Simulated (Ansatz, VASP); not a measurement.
## Two plane-wave programs on Sb

The input INCAR:

```
SYSTEM = Sb
ALGO = Normal
EDIFF = 1E-7
ENCUT = 520
GGA = PS
ISIF = 2
ISMEAR = 0
LASPH = .True.
LCHARG = .False.
LREAL = .False.
LWAVE = .False.
NBANDS = 8
NELM = 80
PREC = Accurate
SIGMA = 0.15
```

File KPOINTS:

```
k-points
0
Gamma
  16 16 16
  0 0 0
```

Contents of POSCAR:

```
Sb
1.0
    3.2031737935      0.3851323329      0.3851323329
    0.3851323329      3.2031737935      0.3851323329
    0.3851323329      0.3851323329      3.2031737935
Sb
1
Direct
    0.0000000000      0.0000000000      0.0000000000
```

Input for Ansatz:

```yaml
crystal:
  lattice:
    - [3.2031737935, 0.3851323329, 0.3851323329]
    - [0.3851323329, 3.2031737935, 0.3851323329]
    - [0.3851323329, 0.3851323329, 3.2031737935]
  atoms:
    - { symbol: Sb, position: [0.0, 0.0, 0.0] }
basis:
  ecutwfc: 420
kpoints:
  mp_grid: { grid: [16, 16, 16] }
hamiltonian:
  xc: pbesol
scf:
  occupations: { method: gaussian, width: 0.15 }
output:
  forces: true
  stress: true
  eigenvalues: true
```

Alike in both runs: task single point; functional PBEsol; k mesh 16 × 16 × 16; occupations gaussian, width 0.15 eV; no spin polarisation.

|  | VASP | Ansatz |
| --- | --- | --- |
| version | VASP 6.6.1 | Ansatz 0.2.0 |
| potentials or method | VASP PAW PBE potentials, release 64 (Sb) | scalar-relativistic, plane waves, PAW |
| plane-wave cutoff (eV) | 520 | 420 |
| valence electrons in the cell | 5 | 15 |

```tsv
	VASP	Ansatz	Ansatz less VASP
gap on the k mesh at the Fermi level (eV)	none	none	-
pressure (GPa)	-6.3	-6.3	+0.02
largest component of the traceless stress (GPa)	2.02	2.02	+0.008
```

A gap of «none» marks a metal or a gap that the smearing closes. With one functional, cell and mesh, what is left measures potentials, basis and numerics. The two sets of potentials don't hold the same shells in valence.

Caveats: the PAW data sets were made with another functional, which shifts forces and pressure a little (VASP). The runs have no spin-orbit coupling, so splittings on Sb are missing.
